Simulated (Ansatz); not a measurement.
# GaCuSe2 (P4/mmm): scan of the energy under strain from a Python script

What does a strain cost in GaCuSe2 (P4/mmm)? Wanted for GaCuSe2 (P4/mmm): a scan of the energy under strain.

All numbers are computed with Ansatz 0.2.0 through its Python package. Level of theory: DFT PBE, plane waves, PAW.

**1. The system**

Symmetry: P4/mmm, No. 123, tetragonal system. Conventional cell: a = 3.774 Å, b = 3.774 Å, c = 5.266 Å, α = 90.00°, β = 90.00°, γ = 90.00°. Ga (site symmetry 4/mmm) is surrounded by 6 Se at 2.63 to 2.67 Å. Around Cu (site symmetry 4/mmm) lie 6 Se at 2.63 to 2.67 Å. Se (site symmetry 4/mmm) is surrounded by 2 Cu at 2.63 Å and 4 Ga at 2.67 Å. Se (site symmetry 4/mmm) has 2 Ga at 2.63 Å and 4 Cu at 2.67 Å as nearest neighbours.

No structure file is read: the coordinates are typed or built in the script.

**2. The code**

Input file run_strain.py:

```python
# -*- coding: utf-8 -*-
"""A shear strain scan of GaCuSe2."""

import argparse
import warnings

import ansatz
import matplotlib.pyplot as plt
import numpy as np

parser = argparse.ArgumentParser(description="A shear strain scan of GaCuSe2.")
parser.add_argument("--functional", required=True, help="exchange-correlation functional")
parser.add_argument("--occupations", required=True, help="how the bands are filled")
parser.add_argument("--width-ev", type=float, required=True, help="smearing width (eV)")
parser.add_argument("--ecut", type=float, default=520.0, help="plane-wave cutoff (eV)")
parser.add_argument("--mesh", type=int, nargs=3, default=[6, 6, 4], help="k-point sampling")
args = parser.parse_args()

vectors0 = np.array([
    [3.774416, 0.0, 0.0],
    [0.0, 3.774416, 0.0],
    [0.0, 0.0, 5.265891],
])
sites = [
    ("Ga", [0.5, 0.5, 0.5]),
    ("Cu", [0.0, 0.0, 0.0]),
    ("Se", [0.0, 0.0, 0.5]),
    ("Se", [0.5, 0.5, 0.0]),
]


def build(cell):
    crystal = ansatz.Crystal(lattice=ansatz.Lattice.of(cell))
    for symbol, position in sites:
        crystal = crystal.atom(symbol, position)
    return crystal


def main():
    warnings.simplefilter("ignore", ansatz.DeckWarning)

    # clamped ions: the fractional positions stay as typed
    values = np.linspace(-0.03, 0.03, 5)
    energies = []
    for d in values:
        strain = np.array([[0, d / 2, 0], [d / 2, 0, 0], [0, 0, 0]])
        cell = vectors0 @ (np.eye(3) + strain)
        setup = build(cell).calculation()
        setup = setup.functional(args.functional)
        setup = setup.occupations(args.occupations, width=args.width_ev).basis(args.ecut)
        setup = setup.kpoints(*args.mesh)
        report = setup.run(threads=1, backend="cpu").report
        energies.append(report["free_energy_ev"] / len(sites))
        print(f"d = {d:+.4f}  F = {energies[-1]:.5f} eV/atom")
    energies = np.array(energies)

    for value, e in zip(values, energies):
        print(f"strain {value:7.3f}   E - Emin = {1000 * (e - energies.min()):9.3f} meV/atom")
    plt.figure(figsize=(4.5, 3))
    plt.plot(values, 1000 * (energies - energies.min()), "o-")
    plt.xlabel("strain")
    plt.ylabel("meV/atom")
    plt.tight_layout()
    plt.savefig("strain.png", dpi=100)
    curvature = 2 * np.polyfit(values, energies, 3)[1]
    volume = abs(np.linalg.det(vectors0)) / len(sites)
    print(f"d2E/dd2 over the volume: {curvature / volume * 160.21766:.1f} GPa")


if __name__ == "__main__":
    main()
```

**3. The run**

Run with:

```sh
> python run_strain.py --functional pbe --occupations fermi_dirac --width-ev 0.05
```

Standard output:

```text
d = -0.0300  F = -5336.82822 eV/atom
d = -0.0150  F = -5336.82994 eV/atom
d = +0.0000  F = -5336.83051 eV/atom
d = +0.0150  F = -5336.82994 eV/atom
d = +0.0300  F = -5336.82822 eV/atom
strain  -0.030   E - Emin =     2.291 meV/atom
strain  -0.015   E - Emin =     0.571 meV/atom
strain   0.000   E - Emin =     0.000 meV/atom
strain   0.015   E - Emin =     0.571 meV/atom
strain   0.030   E - Emin =     2.291 meV/atom
d2E/dd2 over the volume: 43.5 GPa
```

It took 41 s on 1 thread of Arm Neoverse V1, shared host; peak memory 0.53 GiB.

**4. The runs side by side**

From the records of these 5 runs:

```tsv
run	strain	energy from run 3 (meV/atom)	SCF cycles	CPU time (s)
1	-0.030	2.29	9	8.4
2	-0.015	0.57	9	8.2
3	0.000	0.00	9	6.3
4	0.015	0.57	9	8.2
5	0.030	2.29	9	8.2
```

Energies are free energies F = E - TS of the smeared occupations. 

**5. Summary of results**

| quantity | value |
| --- | --- |
| curvature under the strain | 43.5 GPa |
| runs compared | 5 |
| range of energy | 2.29 meV/atom |
| lowest point, strain | 0.000 |

What this shows: Against the unstrained cell the energy per atom changes by +2.29 meV at one end of the scan and +2.29 meV at the other, and its second derivative over the volume is 43.5 GPa. Spin is left out of this run. For a metal this k-point mesh is coarse: on a finer one energies can move by several to tens of meV an atom and pressures by half a GPa or more, differences at one mesh by less. The curvature belongs to this strain pattern and to the cell's stress; it equals a single elastic constant only for simple patterns. In a metal a curvature from energy changes of a few meV or less hangs on mesh and smearing, in size and even in sign. This cell is a computed structure, which may not be the phase found in nature. The ions keep their fractional positions (clamped ions).
